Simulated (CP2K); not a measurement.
**BN under changes of volume**

One of the cells (5.959 Å³/atom); the others are scaled copies at fixed shape and fractional positions:

```
N B
1.0
     2.56397    0.00000    0.00000
     1.28199    2.22046    0.00000
     1.28199    0.74015    2.09347
N B
1 1
Direct
  0.25000 0.25000 0.25000
  0.00000 0.00000 0.00000
```

The cell is a database's computed one.

| Quantity | Value |
| --- | --- |
| Program | CP2K 2026.2 |
| Functional | PBE |
| Potentials or basis | POTENTIAL_UZH N GTH-PBE-q5, B GTH-PBE-q3; TZVP-MOLOPT-PBE-GTH basis |
| Density cutoff | 6123 eV |
| k mesh | 13 × 13 × 13 |
| Occupations | fermi-dirac, width 0.05 eV |
| Spin | no spin polarisation |

| volume (Å³/atom) | energy over the lowest point (meV/atom) | pressure (GPa) | gap on the mesh (eV) |
| --- | --- | --- | --- |
| 5.602 | 28.49 | 26.2 | 4.63 |
| 5.721 | 12.55 | 16.8 | 4.60 |
| 5.840 | 3.25 | 8.3 | 4.58 |
| 5.959 | 0.00 | 0.6 | 4.55 |
| 6.078 | 2.26 | -6.5 | 4.53 |
| 6.198 | 9.54 | -13.0 | 4.50 |
| 6.317 | ? | ? | ? |

Problem. What does the run at 6.317 Å³/atom give?

Solution. Energy over the lowest point 21.39 meV/atom; pressure -18.8 GPa; gap on the mesh 4.48 eV.

Worked out: A Birch-Murnaghan fit of order 3 (a polynomial in V^(-2/3)) to the other rows has its minimum at 5.97 Å³/atom with B0 = V·E''(V) = 367 GPa and B' = 3.9. It gives 21.32 meV/atom at 6.317 Å³/atom, against the run's 21.39, and -dE/dV = -18.7 GPa, against -18.8. A straight line through the other rows of the gap, of slope -1.26 eV per unit of ln V, extrapolates to 4.48 eV, against the run's 4.48.

Energies are extrapolated to zero smearing.

Caveats: an odd mesh through Γ misses points on the zone boundary, where band edges often lie; the basis of atomic orbitals isn't converged, which shifts pressures, moduli and gaps.
